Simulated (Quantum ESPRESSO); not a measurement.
# WC: phonons at points of the zone under several settings

```
W C
1.0
     0.00000    2.19268    2.19268
     2.19268    0.00000    2.19268
     2.19268    2.19268    0.00000
W C
1 1
Direct
  0.00000 0.00000 0.00000
  0.50000 0.50000 0.50000
```

Measurements of this composition are mostly on another form, of space group No. 187.

All runs used Quantum ESPRESSO 7.5; potentials GBRV 1.5 PBE; k mesh 10 × 10 × 10; relaxed cell; no spin polarisation; cutoff 762 eV; occupations cold, width 0.2 eV.

| level | point | frequencies (cm⁻¹) |
| --- | --- | --- |
| PBE | Γ (0.000, 0.000, 0.000) | 0 0 0 428 428 428 |
| PBE | L (0.500, 0.500, 0.500) | 50 50 148 612 612 689 |
| PBE | K (0.375, 0.375, 0.750) | ? |

**Question.** What stands in the row left open?

**Answer.** Frequencies 65i 58 145 552 586 619 cm⁻¹.

Values marked i are imaginary: the cell is unstable against those modes at that level, or the meshes are too thin.

Caveats: some modes are imaginary (some runs); the q point doesn't lie on the k mesh, which can shift a metal's frequencies strongly unless the mesh is converged (some runs).

For the row left open. Caveat: some modes are imaginary; the q point doesn't lie on the k mesh, which can shift a metal's frequencies strongly unless the mesh is converged.
